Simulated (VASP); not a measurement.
Input of a VASP 6.6.1 run:

The input INCAR:

```
SYSTEM = Al3N
PREC = Accurate
ENCUT = 520
EDIFF = 1E-7
ISMEAR = 0
SIGMA = 0.1
LREAL = .FALSE.
LASPH = .TRUE.
NELM = 60
ALGO = Normal
ISIF = 2
LWAVE = .FALSE.
LCHARG = .TRUE.
LDIPOL = .TRUE.
IDIPOL = 3
DIPOL = 0.5 0.5 0.356
GGA = PS
LELF = .TRUE.
LVHAR = .TRUE.
LVACPOTAV = .TRUE.
NBANDS = 15
```

Contents of KPOINTS:

```
regular mesh
0
G
  9 9 1
  0 0 0
```

The input POSCAR:

```
Al3N
1.0
    2.8394270062      0.0000000000      0.0000000000
    0.0000000000      2.8394270062      0.0000000000
    0.0000000000      0.0000000000     19.6413451746
Al N
3 1
Direct
    0.5000000000      0.5000000000      0.2036520393
    0.0000000000      0.0000000000      0.3090064780
    0.5000000000      0.5000000000      0.4145003869
    0.6666666667      0.6666666667      0.4986937162
```

Potentials or basis: VASP PAW PBE potentials, release 64 (Al, N).

Launch:

```bash
$ cat potpaw_PBE.64/Al/POTCAR potpaw_PBE.64/N/POTCAR > POTCAR
$ mpirun -np 1 vasp_std > vasp.out
```

(1) Predict the work function of the lower face.

(2) Estimate the largest force.

Results:

(1) 4.28 eV.

(2) 1.060 eV/Å.

Caveat: the PAW data sets were made with another functional, which shifts forces and pressure a little.
